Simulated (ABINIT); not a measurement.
Write the native input for ABINIT 10.8.3 (patched build) that does the following.

```
Task                                            : single point
Functional                                      : PBE
Potentials or basis                             : JTH PAW PBE v2.0
Cutoff                                          : 544 eV
k mesh                                          : 9 × 9 × 9
Occupations                                     : fermi-dirac, width 0.05 eV
Spin                                            : no spin polarisation
Fine-grid cutoff                                : 1088.46 eV
Exchange and correlation inside the PAW spheres : full angular mesh (pawxcdev 0, this build's default; the released program takes 1)
```

The system is La.

```
CELL_PARAMETERS angstrom
-2.10448 2.17934 2.12452
2.13820 -2.12912 2.10803
2.08475 2.10940 -2.07430
ATOMIC_POSITIONS crystal
La 0.98387 0.98284 0.98506
```

The cell isn't the ideal one: cell strained at random at fixed volume.

One way to write it, as run:

run.abi

```
# Pseudopotentials
pp_dirpath "./"
pseudos "La.GGA_PBE-JTH.xml"

# Structure
acell 3*1.0 Angstrom
rprim
    -2.1044780000     2.1793380000     2.1245200000
     2.1382030000    -2.1291200000     2.1080260000
     2.0847550000     2.1093970000    -2.0743020000
ntypat 1
znucl 57
natom 1
typat 1
xred
    -0.0161300000    -0.0171580000    -0.0149420000
chkprim 0
chksymtnons 0
tolsym 1.0e-6

# Plane-wave basis
ecut 544.227725 eV
pawecutdg 40.0

# k points
kptopt 1
ngkpt 9 9 9
nshiftk 1
shiftk 0.0 0.0 0.0

# Exchange and correlation
ixc 11

# Bands and occupations
nband 13
occopt 3
tsmear 0.05 eV

# SCF cycle
nstep 100
tolvrs 1.0e-9

# Output
iomode 3
prtwf 0
prtden 0
prteig 0
prtebands 0
```

Potentials or basis: JTH PAW PBE v2.0.

Command:

```console
$ abinit run.abi > log 2>&1
```

It gave:

- Pressure: -0.5 GPa
- Band gap on the k mesh: none (metal or under the smearing width)
- Valence electrons inside the program's atomic spheres: La 7.93 (radii [1.3317] Å)

Run time: 3.7 min on 1 thread of Arm Neoverse N1, with other jobs on the host, peak memory 0.37 GiB.
